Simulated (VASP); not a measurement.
Results of a VASP single-point calculation on MgS (strained wurtzite)

POSCAR

```
Mg S
 1.0000000000000000
     4.0286256320293639    0.0000000000000000    0.0000000000000000
    -2.0143128160146819    3.4888921396745696    0.0000000000000000
     0.0000000000000000    0.0000000000000000    6.2788332940000000
 Mg  S
   2   2
Cartesian
  0.0000000000000000  2.3259280931163797 -0.0394592294318269
  2.0143128160146819  1.1629640465581899  3.0999574175681737
  0.0000000000000000  2.3259280931163797  2.3940217146818266
  2.0143128160146819  1.1629640465581899  5.5334383616818279
```

```
gap between bands v and c : 3.49 eV
least direct gap          : 3.49 eV
```

Band v is the last that the valence electrons fill when counted band by band, and c is the next. Levels in eV from the top of v:

| point | v−1 | v | c | c+1 |
| --- | --- | --- | --- | --- |
| Γ | -0.28 | 0.00 | 3.49 | 4.56 |
| M | -1.03 | -0.57 | 4.58 | 5.21 |
| K | -1.47 | -1.44 | 4.80 | 6.92 |
| A | -0.52 | -0.52 | 4.91 | 4.91 |
| L | -0.85 | -0.85 | 4.62 | 4.62 |
| H | -0.56 | -0.56 | 5.82 | 5.82 |

Problem. Which of these levels of theory gave these results?
A. HSE06
B. PBE0
C. PBE
D. LDA
E. PBEsol
F. r²SCAN
G. PBE with spin–orbit coupling

Solution. C.

The INCAR was:

```
ENCUT = 520
PREC = Accurate
ISIF = 2
LWAVE = .FALSE.
GGA = PE
NELM = 120
SIGMA = 0.02
NSW = 0
IBRION = -1
LASPH = .TRUE.
LREAL = .FALSE.
EDIFF = 1E-7
LCHARG = .FALSE.
ISMEAR = -1
NBANDS = 16
```
